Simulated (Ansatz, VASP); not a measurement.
**One calculation of Se, two programs**

```xyz
3
Lattice="4.3552 0.0000 0.0000 -2.1776 3.7717 0.0000 0.0000 0.0000 4.9989" Properties=species:S:1:pos:R:3 pbc="T T T"
Se    0.9451    0.0000    0.8332
Se   -0.4725    0.8185    4.1658
Se    1.7050    2.9532    2.4995
```

Change from the starting cell: zz strain of +1 %, crystal datasets.

Alike in both runs: task electric field gradients; functional PBEsol; k mesh 8 × 8 × 6; occupations fermi-dirac, width 0.02 eV; no spin polarisation.

|  | VASP | Ansatz |
| --- | --- | --- |
| version | VASP 6.6.1 | Ansatz 0.2.0 |
| potentials or method | VASP PAW PBE potentials, release 64 (Se), cutoff 520 eV | all-electron PAW with datasets made for the crystal, scalar-relativistic |

Ansatz gave:

* gap on the k mesh at the Fermi level (eV): 1.01
* pressure (GPa): 2.0
* largest component of the traceless stress (GPa): 1.00
* rms of the force components (eV/Å): 0.495
* Vzz of the field gradient on the site that differs most (V/Å²): -505.0

Question: What did VASP give for the same quantities?

Answer: gap on the k mesh at the Fermi level (eV): 0.98; pressure (GPa): 2.2; largest component of the traceless stress (GPa): 1.11; rms of the force components (eV/Å): 0.530; Vzz of the field gradient on the site that differs most (V/Å²): -481.7.

Atom by atom the forces differ by 0.035 eV/Å (rms over components). Ansatz ran all-electron here, so the differences hold the error of VASP's frozen core and of both bases.

Caveats: the PAW data sets were made with another functional, which shifts forces and pressure a little (VASP). A k mesh can miss the band edges.
